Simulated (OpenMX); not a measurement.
CdSe (Cadmoselite) in OpenMX: the effect of dispersion

The system is CdSe (Cadmoselite).

```
CELL_PARAMETERS angstrom
4.30000 0.00000 0.00000
-2.15000 3.72391 0.00000
0.00000 0.00000 7.02000
ATOMIC_POSITIONS crystal
Cd 0.66667 0.33333 0.50000
Cd 0.33333 0.66667 0.00000
Se 0.66667 0.33333 0.88500
Se 0.33333 0.66667 0.38500
```

Alike in all runs:

```yaml
Program: OpenMX 3.8.5
Task: single point
Functional: PBE
Potentials_or_basis: OpenMX 2013 PBE set, Cd7.0-s3p2d2, Se7.0-s3p2d2, grid cutoff 500 Ry
k_mesh: 5 × 5 × 3
Occupations: fermi-dirac, width 0.05 eV
Spin: no spin polarisation
```

Task: One run gave: pressure 3.6 GPa. Which dispersion did it use?
A. D3
B. D4
C. D3(BJ)
D. none

Result: D.

| dispersion | pressure (GPa) |
| --- | --- |
| none | 3.6 |
| D3 | 1.5 |
| D3(BJ) | 1.6 |
| D4 | 1.6 |

Caveats: the basis of atomic orbitals isn't converged, which shifts pressures, moduli and gaps.

Not every run made on this cell is shown here.
